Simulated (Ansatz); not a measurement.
# Ir: the cost of one run

Method: DFT PBE, scalar-relativistic, plane waves, PAW, in Ansatz 0.2.0.

## Step 1: The system as given

Symmetry: Fm-3m, No. 225, cubic system. The conventional cell has a = 3.839 Å, b = 3.839 Å, c = 3.839 Å, α = 90.00°, β = 90.00°, γ = 90.00°. Ir (site symmetry m-3m) has 12 Ir at 2.71 Å as nearest neighbours.

Coordinates:

```cif
data_structure
_symmetry_space_group_name_H-M 'Fm-3m'
_symmetry_Int_Tables_number 225
_cell_length_a 3.8394
_cell_length_b 3.8394
_cell_length_c 3.8394
_cell_angle_alpha 90.000
_cell_angle_beta 90.000
_cell_angle_gamma 90.000
_cell_volume 56.60
loop_
_atom_site_label
_atom_site_type_symbol
_atom_site_symmetry_multiplicity
_atom_site_Wyckoff_symbol
_atom_site_fract_x
_atom_site_fract_y
_atom_site_fract_z
_atom_site_occupancy
Ir1 Ir 4 a 0.00000 0.00000 0.00000 1
```

No relaxation comes first: the listed cell is the starting point.

## Step 2: Zero of energy

The reference gives a free energy of -11935.3047 eV, pressure 9.08 GPa, largest force 0.000 eV/Å and gap on the mesh none (metal). It was computed beforehand with the settings of the runs below.

## Step 3: The scan: a tetragonal deformation path

At fixed volume and fractional coordinates, lengths along (0.000, 0.000, 1.000) are scaled against those across it; ρ is that ratio over its starting value.

## Step 4: ρ = 0.707

Input file input.yaml:

```yaml
crystal:
  lattice:
    - [0.0, 2.154898871, 1.5235135018]
    - [2.154898871, 0.0, 1.5235135018]
    - [2.154898871, 2.154898871, 0.0]
  atoms:
    - { symbol: Ir, position: [0.0, 0.0, 0.0] }
basis:
  ecutwfc: 420
kpoints:
  mp_grid: { grid: [24, 24, 24] }
hamiltonian:
  xc: pbe
scf:
  occupations: { method: gaussian, width: 0.15 }
output:
  forces: true
  stress: true
  eigenvalues: true
  write_density: true
  write_potential: true
  elf: true
  volumetric_format: npy
```

Run with:

```console
ansatz run input.yaml --threads 1 --pin off --max-ram 2560MiB --backend cpu --events-out ev --progress --plain --runs-dir out
```

What time and memory should one allow on 1 thread of Intel Xeon Platinum 8259CL at 2.50GHz (Skylake/Cascade Lake), shared host?

About 24 s, with a peak of 0.51 GiB.
